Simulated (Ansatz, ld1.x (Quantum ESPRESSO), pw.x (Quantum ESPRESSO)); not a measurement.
# What a changed setting does to a pw.x run (diamond B)

Potential: norm-conserving Troullier–Martins (Kleinman–Bylander form), ld1.x (Quantum ESPRESSO) 7.5, PBE; core [He], reference 2s1 2p2; waves: 2s (bound): rc 1.90 bohr; 2p (bound): rc 1.85 bohr; 3d channel at 0.5 Ry: rc 1.65 bohr; local part: all-electron potential smoothed inside 1.80 bohr (lloc = -2); core correction: none.

The reference run (k-mesh 11³, cutoffs 45/180 Ry, Fermi–Dirac 0.01 Ry, mixing_beta 0.4, conv_thr 1e-9, no spin) gives 1.22 GPa at 8.315 Å³/atom, where all-electron LAPW gives 0.11 GPa. This run, with its own iteration cap, changes startingwfc to atomic.

```
&control
  calculation='scf', prefix='x', pseudo_dir='./', outdir='./tmp', tstress=.true., disk_io='none'
/
&system
  ibrav=0, nat=2, ntyp=1, ecutwfc=45, ecutrho=180, nbnd=10,
  occupations='smearing', smearing='fd', degauss=0.01
/
&electrons
  conv_thr=1e-09, mixing_beta=0.4, electron_maxstep=60, startingwfc='atomic'
/
ATOMIC_SPECIES
B 1.0 B.UPF
CELL_PARAMETERS angstrom
  0.00000000 2.02591281 2.02591281
  2.02591281 0.00000000 2.02591281
  2.02591281 2.02591281 0.00000000
ATOMIC_POSITIONS crystal
B 0.0000 0.0000 0.0000
B 0.2500 0.2500 0.2500
K_POINTS automatic
11 11 11 0 0 0
```

```bash
pw.x < B.scf.in > B.scf.out
```

Question: How does the run end?

Answer: It converges in 7 iterations; the free energy moves by +0.0 meV/atom and the pressure by +0.00 GPa. The result is that of the reference run.

```
Message from routine setup:
     using ibrav=0 with symmetry is DISCOURAGED, use correct ibrav instead
     lattice parameter (alat)  =       5.4142  a.u.
     unit-cell volume          =     112.2248 (a.u.)^3
     number of electrons       =         6.00
     number of Kohn-Sham states=           10
     kinetic-energy cutoff     =      45.0000  Ry
     charge density cutoff     =     180.0000  Ry
     scf convergence threshold =      1.0E-09
     Exchange-correlation= PBE
     number of k points=    56  Fermi-Dirac smearing, width (Ry)=  0.0100
     iteration #  1     ecut=    45.00 Ry     beta= 0.40
     total energy              =     -11.18920510 Ry
     estimated scf accuracy    <       0.04925740 Ry
     iteration #  2     ecut=    45.00 Ry     beta= 0.40
     total energy              =     -11.18593767 Ry
     estimated scf accuracy    <       0.01327523 Ry
     iteration #  3     ecut=    45.00 Ry     beta= 0.40
     total energy              =     -11.18675739 Ry
     estimated scf accuracy    <       0.00009103 Ry
     iteration #  4     ecut=    45.00 Ry     beta= 0.40
     total energy              =     -11.18676294 Ry
     estimated scf accuracy    <       0.00000343 Ry
     iteration #  5     ecut=    45.00 Ry     beta= 0.40
     total energy              =     -11.18676315 Ry
     estimated scf accuracy    <       0.00000003 Ry
     iteration #  6     ecut=    45.00 Ry     beta= 0.40
     total energy              =     -11.18676315 Ry
     estimated scf accuracy    <       0.00000003 Ry
     iteration #  7     ecut=    45.00 Ry     beta= 0.40
     the Fermi energy is     6.4946 ev
!    total energy              =     -11.18676315 Ry
     estimated scf accuracy    <          2.1E-10 Ry
     smearing contrib. (-TS)   =      -0.00444354 Ry
     The total energy is F=E-TS. E is the sum of the following terms:
     one-electron contribution =       5.06367290 Ry
     hartree contribution      =       0.60608606 Ry
     xc contribution           =      -4.18858347 Ry
     ewald contribution        =     -12.66349509 Ry
     convergence has been achieved in   7 iterations
          total   stress  (Ry/bohr**3)                   (kbar)     P=       12.16
     Message from routine punch:
     Nothing written, as per user request (disk_io='none')
```

The run took about 3 s on one core of a shared server CPU.
